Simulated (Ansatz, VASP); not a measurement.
## K in VASP and in Ansatz

INCAR

```
SYSTEM = K
ALGO = Fast ; EDIFF = 1E-6
ENCUT = 520 ; GGA = PE
ISIF = 2 ; ISMEAR = 0
IVDW = 12 ; LASPH = .True.
LCHARG = .False. ; LREAL = .False.
LWAVE = .False. ; NBANDS = 16
NELM = 100 ; PREC = Accurate
SIGMA = 0.1
```

KPOINTS

```
k-points
0
Gamma
  4 4 4
  0 0 0
```

POSCAR

```
K
1.0
    2.4379623500     -4.0476104500      0.0000000000
    2.4379623500      4.0476104500      0.0000000000
    0.0000000000      0.0000000000      7.8117980100
K
2
Direct
    0.8206130200      0.1793869800      0.2500000000
    0.1793869800      0.8206130200      0.7500000000
```

Input for Ansatz:

```yaml
crystal:
  lattice:
    - [2.43796235, -4.04761045, 0.0]
    - [2.43796235, 4.04761045, 0.0]
    - [0.0, 0.0, 7.81179801]
  atoms:
    - { symbol: K, position: [0.82061302, 0.17938698, 0.25] }
    - { symbol: K, position: [0.17938698, 0.82061302, 0.75] }
basis:
  ecutwfc: 420
kpoints:
  mp_grid: { grid: [4, 4, 4] }
hamiltonian:
  xc: pbe
  dispersion: d3bj
scf:
  occupations: { method: gaussian, width: 0.1 }
output:
  forces: true
  stress: true
  eigenvalues: true
```

This isn't the form of K at room conditions, which is bcc.

Alike in both runs: task single point; functional PBE; dispersion D3(BJ); k mesh 4 × 4 × 4; occupations gaussian, width 0.1 eV; no spin polarisation.

```csv
,VASP,Ansatz
version,VASP 6.6.1,Ansatz 0.2.0
potentials or method,"VASP PAW PBE potentials, release 64 (K_sv)","scalar-relativistic, plane waves, PAW"
plane-wave cutoff (eV),520,420
valence electrons in the cell,18,18
```

```csv
,VASP,Ansatz,Ansatz less VASP
gap on the k mesh at the Fermi level (eV),none,none,-
pressure (GPa),-0.3,-0.3,+0.01
largest component of the traceless stress (GPa),0.10,0.10,0.000
```

A gap of «none» marks a metal or a gap that the smearing closes.

Caveats: the k mesh is coarse (spacing up to 0.38 Å⁻¹), so the values aren't converged; pairwise dispersion overbinds metals, which lowers pressure and volume.
